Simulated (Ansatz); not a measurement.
## ZnSe: holes, doping and thermopower

Plane-wave DFT in Ansatz, PBEsol, scalar-relativistic PAW potentials, cutoff 420 eV, no spin-orbit coupling; no spin polarisation. ZnSe in space group F-43m. Boltzmann transport at 300 K in rigid bands with one relaxation time, bands interpolated from the k mesh 8×8×8; values are means over x, y, z.

| holes (cm⁻³) | size of S (μV/K) | σ/τ (Ω⁻¹ m⁻¹ s⁻¹) |
| --- | --- | --- |
| 10^18 | 574.8 | 4.44e+16 |
| 10^19 | ? | 4.44e+17 |
| 10^20 | 188.9 | 4.41e+18 |
| 10^21 | 55.7 | 4.16e+19 |

Take the lowest doping as non-degenerate: get the effective density of states and the masses, and predict the missing S.

For parabolic bands and one τ, |S| = (k_B/e)(5/2 − η) with k_B/e = 86.17 μV/K and n = N e^η. The first row gives η = -4.17, N = 6.48×10¹⁹ cm⁻³ and, from N = 2.509×10¹⁹ cm⁻³ × m_d^(3/2), a density-of-states mass of 1.88 mₑ (all valleys and bands together). σ/τ = ne²/m_c gives a conductivity mass of 0.63 mₑ; m_d is 3.0 times m_c, the sign of several valleys, several bands or anisotropy. A decade of doping costs (k_B/e) ln 10 = 198.4 μV/K, which predicts 376 μV/K; the run gave 377.4. There η is about -1.9, where Fermi statistics begin to count, but their first corrections to η and to the mean carrier energy nearly cancel, so the rule still holds. At 10^21 cm⁻³ the rule would give -20 μV/K against 55.7: the gas is degenerate there. Scattering that depends on energy changes the 5/2, and whether such doping can be reached wasn't computed. Without spin-orbit coupling the split-off band stays at the valence top, so the holes' m_d comes out too large.

Cost: about 4 core-minutes for the runs cited, on Intel Xeon Platinum 8488C (Sapphire Rapids) (shared hosts).

The thermopower falls with doping because the chemical potential moves towards and then into the valence band, so each hole carries less entropy. The large density-of-states mass beside a modest conductivity mass fits a valence top of mainly Se 4p character at Γ. This points to several bands rather than several valleys. Threefold degeneracy with equal, isotropic masses would give a ratio below 3.0, so the remainder probably reflects the mix of heavy and light holes and the warping of the heavy bands: heavy holes dominate the population, while light ones contribute more than their share of the conduction.

σ/τ is almost proportional to the hole density but falls slightly short at 10^21 cm⁻³. Degeneracy alone would not cause this in parabolic bands, which suggests that the conductivity mass grows away from the band edge. Of the tabulated dopings, 10^20 cm⁻³ gives the largest S²σ/τ, but this need not be the optimum for the real power factor, since ionised acceptors would shorten τ as doping rises.
